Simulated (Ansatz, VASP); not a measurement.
**GaP in VASP and in Ansatz**

```
Ga P
1.0
     0.00000    2.94333    2.71650
     2.71650    0.00000    2.71650
     2.71650    2.94333    0.00000
Ga P
1 1
Direct
  0.00000 0.00000 0.00000
  0.75000 0.75000 0.75000
```

Alike in both runs: task single point; functional PBEsol; k mesh 10 × 10 × 10; occupations gaussian, width 0.05 eV; no spin polarisation.

|  | VASP | Ansatz |
| --- | --- | --- |
| version | VASP 6.6.1 | Ansatz 0.2.0 |
| potentials or method | VASP PAW PBE potentials, release 64 (Ga_d, P) | scalar-relativistic, plane waves, PAW |
| plane-wave cutoff (eV) | 520 | 420 |
| valence electrons in the cell | 18 | 18 |

Ansatz gave:

- gap on the k mesh at the Fermi level (eV): 0.96
- least direct gap on the mesh (eV): 0.96
- pressure (GPa): -5.6
- largest component of the traceless stress (GPa): 4.39

Problem. What did VASP give for the same quantities?

Solution. gap on the k mesh at the Fermi level (eV): 0.96; least direct gap on the mesh (eV): 0.96; pressure (GPa): -5.6; largest component of the traceless stress (GPa): 4.40.

Ansatz warned: «pseudo_functional_mismatch».

Caveats: the PAW data sets were made with another functional, which shifts forces and pressure a little (VASP). A k mesh can miss the band edges.
